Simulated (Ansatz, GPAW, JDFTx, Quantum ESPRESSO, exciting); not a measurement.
## CaO: 6 runs at one level of theory

```xyz
2
Lattice="0.0000 2.4036 2.4036 2.4036 0.0000 2.4036 2.4036 2.4036 0.0000" Properties=species:S:1:pos:R:3 pbc="T T T"
Ca    0.0000    0.0000    0.0000
O     2.4036    2.4036    2.4036
```

The cell is a database's computed one, not the measured one.

Alike in all runs: task band structure; functional LDA; k mesh 10 × 10 × 10; occupations fermi-dirac, width 0.05 eV; no spin polarisation; no spin-orbit coupling. LDA stands for any of its common fits. Pressure is positive in compression and, in plane waves, holds the error of the finite cutoff, which Ansatz's Pulay term estimates and takes out. Gaps are the smaller of the mesh's and the band path's.

| program and potentials | plane-wave cutoff (eV) | notes | band gap (eV) | pressure (GPa) |
| --- | --- | --- | --- | --- |
| Ansatz, Ansatz PAW | 420 | potentials made for PBE, which Ansatz adapts in part; Pulay term of +0.59 GPa included | 3.49 | -7.03 |
| Ansatz, all-electron LAPW, scalar-relativistic | - | - | ? | ? |
| Quantum ESPRESSO, PseudoDojo 0.4.1 SR LDA standard | 1143 | - | 3.49 | -7.30 |
| GPAW, the program's PAW data sets (release 1.2.1) made for this functional | 800 | - | 3.52 | -6.29 |
| exciting, all-electron LAPW+lo, shipped species files, valence relativity iora* | - | - | 3.48 | - |
| JDFTx, PseudoDojo-SR-LDA-0.4.1-standard | 1143 | - | 3.49 | - |

Problem. Estimate from the other rows what the run with Ansatz, all-electron LAPW, scalar-relativistic gave.

Solution. Band gap 3.48 eV; pressure -7.00 GPa. The other rows, which needn't bracket it: band gap 3.48 to 3.52; pressure -7.30 to -6.29.
